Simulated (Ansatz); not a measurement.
Wanted: the native input for an Ansatz 0.2.0 run.

- Task: magnetic field
- Functional: PBE
- Potentials or basis: all-electron LAPW, scalar-relativistic
- Cutoff: 88 eV (chosen from the basis error)
- Basis error allowed: 0.0005 eV/atom
- k mesh: 7 × 7 × 7
- Occupations: cold, width 0.025 eV
- Spin: non-collinear spin, ferromagnetic start
- Starting moments: [[0.289, 0.289, 0.289]] μB
- Magnetic field: 1000 T

Na:

```
CELL_PARAMETERS angstrom
-2.16393 2.12411 2.11889
2.09502 -2.14498 2.07084
2.22993 2.21097 -2.13975
ATOMIC_POSITIONS crystal
Na 0.00000 0.00000 0.00000
```

The cell isn't the ideal one: cell strained at random at fixed volume.

These files were run (other wordings do the same):

input.yaml

```yaml
crystal:
  lattice:
    - [-2.163934, 2.124114, 2.118886]
    - [2.095022, -2.14498, 2.07084]
    - [2.229925, 2.210972, -2.139753]
  atoms:
    - { symbol: Na, position: [0.0, 0.0, 0.0], spin: 0.501, spin_axis: [0.57735, 0.57735, 0.57735] }
kpoints:
  mp_grid: { grid: [7, 7, 7] }
scf:
  occupations: { method: cold, width: 0.025 }
hamiltonian:
  xc: pbe
  pseudopotentials: { kind: all_electron, lapw: { basis_error: 0.0005 } }
magnetization:
  noncollinear: true
  magnetic_field: [0, 0, 1000]
output:
  forces: true
  stress: true
  eigenvalues: true
```

Potentials or basis: all-electron LAPW, scalar-relativistic.

Launch:

```bash
$ ansatz run input.yaml --threads 1 --pin off --max-ram 2560MiB --backend cpu --events-out ev --progress --plain --runs-dir out
```

Results of the run:

| Item | Value |
| --- | --- |
| Pressure | -0.4 GPa |
| Band gap on the k mesh | none (metal or under the smearing width) |
| Net moment | 0.06 μB per cell |
| Absolute moment | 0.06 μB per cell |

Caveat: the k mesh is thin for a metal, which can move the energy by tens of meV per atom.

Wall time 68 s on 1 thread of AMD EPYC 7R43 64-Core Processor (Zen 3), on a shared host, peak memory 0.38 GiB.
